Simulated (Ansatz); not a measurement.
# Hf2S: the cost of one run

Method: DFT PBEsol, scalar-relativistic, plane waves, PAW, in Ansatz 0.2.0.

1 further run of the same task is left out (set aside as unsound or not needed).

### 1 Starting point

Symmetry: P6_3/mmc, No. 194, hexagonal system. The conventional cell has a = 3.347 Å, b = 3.347 Å, c = 11.664 Å, α = 90.00°, β = 90.00°, γ = 120.00°. Hf (site symmetry 3m) is surrounded by 3 S at 2.60 Å. S (site symmetry -6m2) has 6 Hf at 2.60 Å in its first shell of neighbours.

As a file:

```
CELL_PARAMETERS angstrom
3.34653 0.00000 0.00000
-1.67327 2.89818 0.00000
0.00000 0.00000 11.66424
ATOMIC_POSITIONS crystal
Hf 0.66667 0.33333 0.89862
Hf 0.33333 0.66667 0.39862
Hf 0.66667 0.33333 0.60138
Hf 0.33333 0.66667 0.10138
S 0.00000 0.00000 0.75000
S 0.00000 0.00000 0.25000
```

It goes back to an entry of the Materials Project, which need not be the stable form.

This cell was relaxed beforehand with the same method: volume 18.85 Å³/atom, gap on the mesh none (metal).

The bulk reference comes from a run made before at the same settings: -10694.7550 eV/atom.

### 2 Cutting the (001) slab

Miller indices refer to the conventional cell of the relaxed bulk, P6_3/mmc (No. 194): a = 3.347 Å, b = 3.347 Å, c = 11.664 Å, α = 90.00°, β = 90.00°, γ = 120.00°.

Cut from the relaxed bulk: a (001) slab, 21.0 Å thick as cut, with 15 Å of vacuum; its outer planes are Hf (top) and Hf (bottom).

The slab as cut. Layers, bottom to top:

| plane | atoms per cell | height over the lowest (Å) |
| --- | --- | --- |
| 1 | Hf | 0.00 |
| 2 | S | 1.73 |
| 3 | Hf | 3.47 |
| 4 | Hf | 5.83 |
| 5 | S | 7.57 |
| 6 | Hf | 9.30 |
| 7 | Hf | 11.66 |
| 8 | S | 13.40 |
| 9 | Hf | 15.13 |
| 10 | Hf | 17.50 |
| 11 | S | 19.23 |
| 12 | Hf | 20.96 |

### 3 Single point on the unrelaxed (001) slab

A dipole layer in the vacuum cancels the field that periodic copies would set up if the slab's two faces differ.

Contents of input.yaml:

```yaml
crystal:
  lattice:
    - [3.346531025, 0.0, 0.0]
    - [-1.6732655125, 2.8981808822, 0.0]
    - [0.0, 0.0, 35.9633760191]
  atoms:
    - { symbol: Hf, position: [0.3333333333, 0.6666666667, 0.2085454935] }
    - { symbol: S, position: [0.0, 0.0, 0.256747618] }
    - { symbol: Hf, position: [0.3333333333, 0.6666666667, 0.3049497425] }
    - { symbol: Hf, position: [0.6666666667, 0.3333333333, 0.3707137482] }
    - { symbol: S, position: [0.0, 0.0, 0.4189158727] }
    - { symbol: Hf, position: [0.6666666667, 0.3333333333, 0.4671179972] }
    - { symbol: Hf, position: [0.3333333333, 0.6666666667, 0.5328820028] }
    - { symbol: S, position: [0.0, 0.0, 0.5810841273] }
    - { symbol: Hf, position: [0.3333333333, 0.6666666667, 0.6292862518] }
    - { symbol: Hf, position: [0.6666666667, 0.3333333333, 0.6950502575] }
    - { symbol: S, position: [0.0, 0.0, 0.743252382] }
    - { symbol: Hf, position: [0.6666666667, 0.3333333333, 0.7914545065] }
basis:
  ecutwfc: 420
kpoints:
  mp_grid: { grid: [12, 12, 1] }
hamiltonian:
  xc: pbesol
scf:
  occupations: { method: gaussian, width: 0.1 }
output:
  forces: true
  stress: true
  eigenvalues: true
  write_density: true
  write_potential: true
  elf: true
  volumetric_format: npy
efield:
  axis: 3
  dipole_correction: true
  ramp_width: 0.04
```

Launch:

```
$ ansatz run input.yaml --threads 1 --pin off --max-ram 2560MiB --backend cpu --events-out ev --progress --plain --runs-dir out
```

Q: Estimate wall time and peak memory on 1 thread of Arm Neoverse V1, shared host.

About 3.7 min, with a peak of 0.98 GiB.
